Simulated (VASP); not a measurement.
Si, 12 atoms in the cell. The cell holds a slab with vacuum, 12 atoms: a = 7.693 Å, b = 3.847 Å, c = 21.400 Å, α = 90.00°, β = 90.00°, γ = 90.00°. The cell was built by a generator and needn't be a form met in nature.

- Program: VASP 6.6.1
- Task: work function
- Functional: PBE
- Potentials or basis: VASP PAW PBE potentials, release 64 (Si)
- Cutoff: 520 eV
- k mesh: 4 × 7 × 1
- Occupations: gaussian, width 0.03 eV
- Spin: no spin polarisation
- Dipole correction: yes
- Further INCAR settings: ALGO = Fast; EDIFF = 1e-06

Potentials or basis: VASP PAW PBE potentials, release 64 (Si).

Command:

```bash
$ cat potpaw_PBE.64/Si/POTCAR > POTCAR
$ mpirun -np 4 vasp_std > vasp.out
```

Hardware: 4 MPI ranks on AMD EPYC 9R14 (Zen 4), on a shared host.

Problem. How long does it take, and how much memory?

Solution. Wall time 99 s on 4 MPI ranks on AMD EPYC 9R14 (Zen 4) (shared host), peak memory 0.68 GiB a rank. Counts: scf iterations 26, k points 12.
